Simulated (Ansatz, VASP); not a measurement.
# TiO2 (Anatase): VASP beside Ansatz, part 2 of 2

Aim: how closely do two programs agree when they are given the same cell, functional and k mesh? The cell is taken from a series of runs on this material, whose earlier steps may have relaxed, scaled, displaced or heated it; both programs get it as it stands.

VASP 6.6.1 and Ansatz 0.2.0.

So far: The starting structure; Ansatz: dielectric response, LDA.

## 3. VASP: dielectric response, LDA

Level of this step: LDA, no spin polarisation; plane waves and PAW (Ti_sv, O) (VASP).

The same cell, functional (in two slightly different forms) and mesh now go to VASP, with its own data sets.

Lines of VASP's logs that name or quote its potential files are left out, and so is its time.

Input file INCAR:

```
SYSTEM = TiO2
PREC = Accurate
ENCUT = 520
EDIFF = 1E-08
NELM = 120
ISMEAR = 0
SIGMA = 0.01
LREAL = .FALSE.
ALGO = Normal
GGA = CA
NBANDS = 30
LASPH = .TRUE.
LORBIT = 11
LWAVE = .FALSE.
LCHARG = .FALSE.
ISIF = 2
LEPSILON = .TRUE.
GGA_COMPAT = .FALSE.
EFERMI = MIDGAP
KPAR = 2
```

Input file POSCAR:

```
TiO2
1.0
   -1.8921000000      1.8921000000      4.7573000000
    1.8921000000     -1.8921000000      4.7573000000
    1.8921000000      1.8921000000     -4.7573000000
Ti O
2 4
Direct
    0.7500000000      0.2500000000      0.5000000000
    0.0000000000      0.0000000000      0.0000000000
    0.7919000000      0.7919000000      0.0000000000
    0.5419000000      0.0419000000      0.5000000000
    0.9581000000      0.4581000000      0.5000000000
    0.2081000000      0.2081000000      0.0000000000
```

Input file KPOINTS:

```
Automatic mesh
0
Gamma
8 8 8
0 0 0
```

PAW data sets: Ti_sv and O (LDA family, release 64).

On the command line:

```console
mpirun -np 2 vasp_std
```

Numbers of over 12 decimals in the logs are rounded to 6 here.

The program printed:

```text
[banner, memory and clock lines left out]
running    2 mpi-ranks, on    1 nodes
 distrk:  each k-point on    1 cores,    2 groups
 distr:  one band on    1 cores,    1 groups

 POSCAR found type information on POSCAR TiO
 POSCAR found :  2 types and       6 ions
 LDA part: xc-table for (Slater(with rela. corr.)+CA(PZ))
 , standard interpolation
 POSCAR, INCAR and KPOINTS ok, starting setup
 FFT: planning ... GRIDC
 FFT: planning ... GRID_SOFT
 FFT: planning ... GRID
 WAVECAR not read
 entering main loop
       N       E                     dE             d eps       ncg     rms          rms(c)
DAV:   1     0.665246124146E+03    0.66525E+03   -0.24729E+04  3540   0.185E+03
DAV:   2     0.308774972269E+02   -0.63437E+03   -0.60518E+03  3914   0.548E+02
DAV:   3    -0.705668432914E+02   -0.10144E+03   -0.99272E+02  5182   0.202E+02
DAV:   4    -0.753792031437E+02   -0.48124E+01   -0.48062E+01  5030   0.443E+01
DAV:   5    -0.755846755942E+02   -0.20547E+00   -0.20543E+00  4856   0.729E+00    0.316E+01
DAV:   6    -0.595451331918E+02    0.16040E+02   -0.10301E+02  4592   0.966E+01    0.119E+01
DAV:   7    -0.590717659204E+02    0.47337E+00   -0.16094E+01  4534   0.331E+01    0.851E+00
DAV:   8    -0.589004623479E+02    0.17130E+00   -0.28952E+00  4234   0.172E+01    0.327E+00
DAV:   9    -0.588069797090E+02    0.93483E-01   -0.68648E-01  4400   0.759E+00    0.106E+00
DAV:  10    -0.588126199593E+02   -0.56403E-02   -0.92711E-02  4274   0.255E+00    0.449E-01
DAV:  11    -0.588089205964E+02    0.36994E-02   -0.23382E-02  3964   0.960E-01    0.908E-02
DAV:  12    -0.588089648916E+02   -0.44295E-04   -0.18108E-03  4008   0.439E-01    0.997E-02
DAV:  13    -0.588088868669E+02    0.78025E-04   -0.31767E-04  4308   0.195E-01    0.223E-02
DAV:  14    -0.588088876037E+02   -0.73676E-06   -0.44452E-05  4974   0.629E-02    0.137E-02
DAV:  15    -0.588088866131E+02    0.99057E-06   -0.10634E-05  4570   0.339E-02    0.335E-03
DAV:  16    -0.588088866049E+02    0.82118E-08   -0.43165E-07  4504   0.668E-03    0.238E-03
DAV:  17    -0.588088865800E+02    0.24925E-07   -0.20758E-07  4328   0.434E-03    0.361E-04
DAV:  18    -0.588088865799E+02    0.14461E-09   -0.88163E-09  1896   0.870E-04
   1 F= -.58808887E+02 E0= -.58808887E+02  d E =0.000000E+00
 Linear response reoptimize wavefunctions to high precision
DAV:   1    -0.588088865795E+02    0.36107E-09   -0.48395E-09  2110   0.861E-04
DAV:   2    -0.588088865796E+02   -0.83674E-10   -0.10544E-09  1770   0.302E-04
DAV:   3    -0.588088865796E+02   -0.32742E-10   -0.31156E-10  1770   0.159E-04
 Linear response G [H, r] |phi>, progress :
  Direction:   1
       N       E                     dE             d eps       ncg     rms
RMM:   1    -0.218108359132E+03   -0.21811E+03   -0.38969E+03  4062   0.103E+03
RMM:   2    -0.181981284319E+03    0.36127E+02   -0.19601E+02  6191   0.902E+01
RMM:   3    -0.187840665776E+03   -0.58594E+01   -0.46612E+01  8144   0.303E+01
RMM:   4    -0.189118344391E+03   -0.12777E+01   -0.10918E+01  9013   0.131E+01
RMM:   5    -0.189397414287E+03   -0.27907E+00   -0.23279E+00  9112   0.610E+00
RMM:   6    -0.189491386545E+03   -0.93972E-01   -0.77747E-01  9020   0.324E+00
RMM:   7    -0.189519461539E+03   -0.28075E-01   -0.25120E-01  8938   0.172E+00
RMM:   8    -0.189535152496E+03   -0.15691E-01   -0.16785E-01  9116   0.103E+00
RMM:   9    -0.189531816156E+03    0.33363E-02    0.23092E-03  9016   0.610E-01
RMM:  10    -0.189534830744E+03   -0.30146E-02   -0.78443E-03  9061   0.396E-01
RMM:  11    -0.189535531722E+03   -0.70098E-03    0.12851E-02  8894   0.260E-01
RMM:  12    -0.189536214557E+03   -0.68283E-03    0.20077E-02  8785   0.181E-01
RMM:  13    -0.189536807822E+03   -0.59327E-03    0.11143E-02  8627   0.127E-01
RMM:  14    -0.189536875345E+03   -0.67522E-04    0.13672E-02  8568   0.935E-02
[...]
RMM:  21    -0.189537451453E+03   -0.79600E-04    0.22884E-03  7262   0.154E-02
RMM:  22    -0.189537400379E+03    0.51074E-04    0.19553E-03  6985   0.124E-02
RMM:  23    -0.189537454656E+03   -0.54277E-04    0.15080E-03  6781   0.996E-03
RMM:  24    -0.189537418877E+03    0.35778E-04    0.95726E-04  6553   0.804E-03
RMM:  25    -0.189537447643E+03   -0.28765E-04    0.79158E-04  6401   0.660E-03
RMM:  26    -0.189537414873E+03    0.32770E-04    0.71291E-04  6198   0.546E-03
RMM:  27    -0.189537433223E+03   -0.18350E-04    0.53218E-04  6020   0.454E-03
RMM:  28    -0.189537412562E+03    0.20661E-04    0.57142E-04  5823   0.377E-03
[...]
Direction:   2
       N       E                     dE             d eps       ncg     rms          rms(c)
RMM:   1    -0.103817986938E+01   -0.10382E+01   -0.37255E+00  5974   0.124E+01
RMM:   2    -0.114452483977E+01   -0.10634E+00   -0.21030E-01  6589   0.257E+00
RMM:   3    -0.115595881138E+01   -0.11434E-01   -0.66516E-02  7806   0.833E-01
RMM:   4    -0.115738762175E+01   -0.14288E-02   -0.12973E-02  8506   0.369E-01
RMM:   5    -0.115783076215E+01   -0.44314E-03   -0.30672E-03  8509   0.166E-01
RMM:   6    -0.115793342711E+01   -0.10266E-03   -0.80207E-04  8505   0.794E-02
RMM:   7    -0.115795532437E+01   -0.21897E-04   -0.20670E-04  8286   0.405E-02
RMM:   8    -0.115796204737E+01   -0.67230E-05   -0.67485E-05  8018   0.213E-02
RMM:   9    -0.115796382004E+01   -0.17727E-05   -0.27388E-05  7858   0.117E-02
[...]
RMM:  15    -0.109484379355E+01   -0.34397E-08   -0.10387E-06  5888   0.345E-04
RMM:  16    -0.109484379504E+01   -0.14950E-08   -0.64170E-07  5323   0.199E-04
RMM:  17    -0.109484379554E+01   -0.49526E-09   -0.35302E-07  4693   0.120E-04
RMM:  18    -0.109484379587E+01   -0.33509E-09   -0.22436E-07  4244   0.816E-05
RMM:  19    -0.109484379594E+01   -0.63808E-10   -0.12764E-07  3815   0.629E-05
RMM:  20    -0.109484379597E+01   -0.29702E-10   -0.75882E-08  3459   0.543E-05
 change of polarisation eV/A/(eV/A) component  3 :    -0.032    -0.026     2.190
 dielectric tensor                  component  3 :    -0.084    -0.069     6.816
 Linear response to external field, progress :
  Direction:   1
       N       E                     dE             d eps       ncg     rms          rms(c)
RMM:   1    -0.104674181685E+01   -0.10467E+01   -0.37740E+00  9596   0.124E+01
RMM:   2    -0.115525669326E+01   -0.10851E+00   -0.20265E-01 10522   0.263E+00    0.142E+00
RMM:   3    -0.114023070533E+01    0.15026E-01   -0.72767E-02 11273   0.161E+00    0.773E-01
RMM:   4    -0.115643846835E+01   -0.16208E-01   -0.35659E-02 11714   0.126E+00    0.165E-01
RMM:   5    -0.116501722481E+01   -0.85788E-02   -0.15513E-02 13327   0.585E-01    0.498E-02
RMM:   6    -0.116618543397E+01   -0.11682E-02   -0.42036E-03 13359   0.272E-01    0.361E-02
RMM:   7    -0.116699609774E+01   -0.81066E-03   -0.80981E-04 13272   0.124E-01    0.138E-02
RMM:   8    -0.116708406688E+01   -0.87969E-04   -0.25362E-04 13266   0.612E-02    0.370E-03
RMM:   9    -0.116712669846E+01   -0.42632E-04   -0.86964E-05 13669   0.304E-02    0.333E-03
RMM:  10    -0.116715805583E+01   -0.31357E-04   -0.39059E-05 13353   0.160E-02    0.994E-04
RMM:  11    -0.116716555020E+01   -0.74944E-05   -0.17240E-05 13909   0.844E-03    0.610E-04
RMM:  12    -0.116716556432E+01   -0.14119E-07   -0.10417E-05 13502   0.442E-03    0.185E-04
RMM:  13    -0.116716692407E+01   -0.13597E-05   -0.52061E-06 13998   0.242E-03    0.498E-05
RMM:  14    -0.116716726974E+01   -0.34567E-06   -0.31869E-06 13627   0.127E-03    0.583E-05
RMM:  15    -0.116716723815E+01    0.31592E-07   -0.16828E-06 13104   0.699E-04    0.420E-05
RMM:  16    -0.116716757352E+01   -0.33538E-06   -0.10705E-06 12523   0.397E-04    0.884E-06
 change of polarisation eV/A/(eV/A) component  1 :     2.254    -0.049    -0.030
 dielectric tensor                  component  1 :     6.988    -0.130    -0.080
 Linear response to external field, progress :
  Direction:   2
       N       E                     dE             d eps       ncg     rms          rms(c)
RMM:   1    -0.104674156721E+01   -0.10467E+01   -0.37740E+00  9596   0.124E+01
RMM:   2    -0.115525650358E+01   -0.10851E+00   -0.20265E-01 10522   0.263E+00    0.142E+00
RMM:   3    -0.114023067639E+01    0.15026E-01   -0.72767E-02 11273   0.161E+00    0.773E-01
RMM:   4    -0.115644477746E+01   -0.16214E-01   -0.35659E-02 11714   0.126E+00    0.165E-01
RMM:   5    -0.116502682648E+01   -0.85820E-02   -0.15515E-02 13328   0.585E-01    0.498E-02
RMM:   6    -0.116619468941E+01   -0.11679E-02   -0.42043E-03 13368   0.272E-01    0.363E-02
RMM:   7    -0.116699134940E+01   -0.79666E-03   -0.81485E-04 13291   0.124E-01    0.145E-02
RMM:   8    -0.116710387904E+01   -0.11253E-03   -0.24427E-04 13226   0.619E-02    0.404E-03
RMM:   9    -0.116713812145E+01   -0.34242E-04   -0.72572E-05 13592   0.309E-02    0.320E-03
RMM:  10    -0.116716879784E+01   -0.30676E-04   -0.30562E-05 13418   0.162E-02    0.864E-04
RMM:  11    -0.116717671990E+01   -0.79221E-05   -0.15513E-05 13952   0.857E-03    0.603E-04
RMM:  12    -0.116717600943E+01    0.71047E-06   -0.99276E-06 13693   0.447E-03    0.364E-04
RMM:  13    -0.116717733353E+01   -0.13241E-05   -0.43532E-06 13782   0.252E-03    0.594E-05
RMM:  14    -0.116717810915E+01   -0.77562E-06   -0.32503E-06 14016   0.133E-03    0.846E-05
RMM:  15    -0.116717823380E+01   -0.12464E-06   -0.14247E-06 13125   0.722E-04    0.668E-05
RMM:  16    -0.116717844786E+01   -0.21406E-06   -0.10416E-06 13202   0.416E-04    0.118E-05
RMM:  17    -0.116717848476E+01   -0.36900E-07   -0.51709E-07 10882   0.228E-04    0.661E-06
 change of polarisation eV/A/(eV/A) component  2 :    -0.049     2.254    -0.002
 dielectric tensor                  component  2 :    -0.131     6.988    -0.006
 Linear response to external field, progress :
  Direction:   3
       N       E                     dE             d eps       ncg     rms          rms(c)
RMM:   1    -0.966501901708E+00   -0.96650E+00   -0.29716E+00  6011   0.128E+01
RMM:   2    -0.108104801534E+01   -0.11455E+00   -0.23341E-01  6579   0.266E+00    0.175E+00
RMM:   3    -0.103935060285E+01    0.41697E-01   -0.36781E-01  6706   0.312E+00    0.978E-01
RMM:   4    -0.103493864832E+01    0.44120E-02   -0.44609E-02  7236   0.140E+00    0.492E-01
RMM:   5    -0.105362391988E+01   -0.18685E-01   -0.18802E-02  7132   0.944E-01    0.137E-01
RMM:   6    -0.105793912449E+01   -0.43152E-02   -0.95014E-03  7702   0.508E-01    0.743E-02
RMM:   7    -0.105951165222E+01   -0.15725E-02   -0.37203E-03  8008   0.260E-01    0.270E-02
RMM:   8    -0.106004767394E+01   -0.53602E-03   -0.80878E-04  7853   0.130E-01    0.228E-02
RMM:   9    -0.106014820501E+01   -0.10053E-03   -0.39451E-04  7834   0.787E-02    0.647E-03
RMM:  10    -0.106021620914E+01   -0.68004E-04   -0.13403E-04  8358   0.394E-02    0.391E-03
RMM:  11    -0.106023725802E+01   -0.21049E-04   -0.75267E-05  8443   0.187E-02    0.327E-03
RMM:  12    -0.106027574389E+01   -0.38486E-04   -0.31510E-05  7968   0.107E-02    0.107E-03
RMM:  13    -0.106024752544E+01    0.28218E-04   -0.90512E-06  8345   0.618E-03    0.104E-03
RMM:  14    -0.106025581423E+01   -0.82888E-05   -0.11707E-05  8337   0.330E-03    0.432E-04
RMM:  15    -0.106026088421E+01   -0.50700E-05   -0.60898E-06  8638   0.182E-03    0.624E-05
RMM:  16    -0.106025945123E+01    0.14330E-05   -0.26571E-06  8626   0.919E-04    0.173E-04
RMM:  17    -0.106026046684E+01   -0.10156E-05   -0.17114E-06  7830   0.486E-04    0.944E-05
RMM:  18    -0.106026164646E+01   -0.11796E-05   -0.21508E-06  8099   0.295E-04    0.193E-05
RMM:  19    -0.106026159089E+01    0.55569E-07   -0.46352E-07  6608   0.154E-04    0.242E-05
RMM:  20    -0.106026177570E+01   -0.18481E-06   -0.23741E-07  5415   0.953E-05    0.965E-06
 change of polarisation eV/A/(eV/A) component  3 :    -0.031    -0.025     2.040
 dielectric tensor                  component  3 :    -0.082    -0.067     6.418
 Born effective charges drift removed
```

From OUTCAR (step 3):

```text
ion  position               nearest neighbor table
   1  0.750  0.250  0.500-   3 1.93   6 1.93   3 1.93   6 1.93   5 1.98   4 1.98
   2  0.000  0.000  0.000-   4 1.93   5 1.93   4 1.93   5 1.93   3 1.98   6 1.98
   3  0.792  0.792  0.000-   1 1.93   1 1.93   2 1.98
   4  0.542  0.042  0.500-   2 1.93   2 1.93   1 1.98
   5  0.958  0.458  0.500-   2 1.93   2 1.93   1 1.98
   6  0.208  0.208  0.000-   1 1.93   1 1.93   2 1.98

  LATTYP: Found a body centered tetragonal cell.
 ALAT       =     3.7842000000
 C/A-ratio  =     2.5142962846

 Subroutine GETGRP returns: Found 16 space group operations
 (whereof  8 operations were pure point group operations)

The static configuration has the point symmetry D_2d.
 The point group associated with its full space group is D_4h.

 Found     59 irreducible k-points:

   k-points           NKPTS =     59   k-points in BZ     NKDIM =     59   number of bands    NBANDS=     30

   dimension x,y,z NGX =    42 NGY =   42 NGZ =   42
   dimension x,y,z NGXF=    84 NGYF=   84 NGZF=   84

   ENCUT  =  520.0 eV  38.22 Ry    6.18 a.u.  10.15 10.15 10.15*2*pi/ulx,y,z

   NELECT =      48.0000    total number of electrons

 k-points in reciprocal lattice and weights: Automatic mesh
   0.00000000  0.00000000  0.00000000       0.002
   0.12500000  0.00000000  0.00000000       0.016
   0.25000000  0.00000000  0.00000000       0.016
   0.37500000  0.00000000 -0.00000000       0.016
   0.50000000  0.00000000  0.00000000       0.008
   0.12500000  0.12500000  0.00000000       0.016
   0.25000000  0.12500000 -0.00000000       0.031
   0.37500000  0.12500000  0.00000000       0.031
   0.50000000  0.12500000 -0.00000000       0.031
[...]
-0.37500000 -0.37500000  0.37500000       0.004
   0.50000000  0.50000000  0.50000000       0.002

 average (electrostatic) potential at core
       1 -77.2848       2 -77.2848       3 -71.5037       4 -71.5037       5 -71.5037
       6 -71.5037

  Total       -2.4955796     -2.4955796     -2.0980739      0.0000000      0.0000000      0.0000000
  in kB      -58.6912427    -58.6912427    -49.3426724      0.0000000      0.0000000      0.0000000
  external PRESSURE =     -55.5750526 kB  Pullay stress =       0.0000000 kB

  energy-cutoff  :      520.00
  volume of cell :       68.13
      direct lattice vectors                 reciprocal lattice vectors
    -1.892100000  1.892100000  4.757300000     0.000000000  0.264256646  0.105101633
     1.892100000 -1.892100000  4.757300000     0.264256646  0.000000000  0.105101633
     1.892100000  1.892100000 -4.757300000     0.264256646  0.264256646  0.000000000

 POSITION                                       TOTAL-FORCE (eV/Angst)
 -----------------------------------------------------------------------------------
      0.00000      1.89210      2.37865        -0.000000     -0.000000      0.000000
      0.00000      0.00000      0.00000        -0.000000     -0.000000      0.000000
      0.00000      0.00000      7.53461        -0.000000      0.000000      0.088239
      0.00000      1.89210      0.39866         0.000000     -0.000000      0.088239
      0.00000      1.89210      4.35864         0.000000     -0.000000     -0.088239
      0.00000      0.00000      1.97999        -0.000000      0.000000     -0.088239
 -----------------------------------------------------------------------------------
    total drift:                                0.000000      0.000000      0.000000

 MACROSCOPIC STATIC DIELECTRIC TENSOR (including local field effects in DFT)
 ------------------------------------------------------
           6.988159     0.000000     0.000000
           0.000000     6.988159     0.000000
           0.000000     0.000000     6.418424
 ------------------------------------------------------

 PIEZOELECTRIC TENSOR (including local field effects)  for field in x, y, z        (C/m^2)
          XX          YY          ZZ          XY          YZ          ZX
  --------------------------------------------------------------------------------
  x     0.00000     0.00000     0.00000     0.00000     0.00000     0.00000
  y     0.00000     0.00000    -0.00000     0.00000     0.00000     0.00000
  z     0.00000     0.00000     0.00000     0.00000     0.00000     0.00000

 BORN EFFECTIVE CHARGES (including local field effects) (in |e|, cummulative output)
 ---------------------------------------------------------------------------------
 ion    1
    1     6.56800    -0.00000     0.00000
    2     0.00000     6.56800     0.00000
    3     0.00000    -0.00000     5.78598
 ion    2
    1     6.56800    -0.00000     0.00000
    2     0.00000     6.56800     0.00000
    3     0.00000    -0.00000     5.78598
 ion    3
    1    -5.43799     0.00000    -0.00000
    2    -0.00000    -1.13001    -0.00000
    3     0.00000     0.00000    -2.89299
 ion    4
    1    -1.13001     0.00000     0.00000
    2     0.00000    -5.43799    -0.00000
    3     0.00000     0.00000    -2.89299
 ion    5
    1    -5.43799     0.00000    -0.00000
    2    -0.00000    -1.13001    -0.00000
    3    -0.00000    -0.00000    -2.89299
 ion    6
    1    -1.13001    -0.00000     0.00000
    2     0.00000    -5.43799    -0.00000
    3    -0.00000    -0.00000    -2.89299
```

This run has no spin polarisation, so a moment on Ti, if there is one, isn't seen.

## 4. Comparison

Known differences besides the potentials themselves: the two LDA forms differ slightly; fixed occupations in Ansatz, narrow Gaussian smearing in VASP; VASP's response is taken on the typed mesh, Ansatz refines its own for the field response alone; the cutoff is 420 eV in Ansatz and 520 eV in VASP; VASP's log shows a relativistic correction to its local exchange, Ansatz's none. Total energies have different zeros and are not compared.

Compared:

```csv
quantity,Ansatz,VASP,difference
ε∞ xx,6.94,6.99,-0.75 %
ε∞ yy,6.94,6.99,-0.75 %
ε∞ zz,6.38,6.42,-0.66 %
```

## 5. Summary of results

```yaml
difference_in_eps_infinity_xx_dielectric_response_lda: -0.75 %
```

**Reading.** The difference in ε∞ xx is -0.75 % (dielectric response, LDA), within the 5 % picked in this series as the mark of a large difference. How closely two codes agree says nothing of how well the functional describes the real material.

[Lines on the potential files, build, host, timing and source positions are cut from VASP's logs without a mark.]

[Logs are printed without paths, hosts, clocks, repeated set-up lines and the standing remarks that a program may print on its own settings, such as how far it seeks lower states.]

[Hosts, paths, dates, database ids (printed as entryN), source tags and the programs' standing remarks are cut or masked in the printed files.]
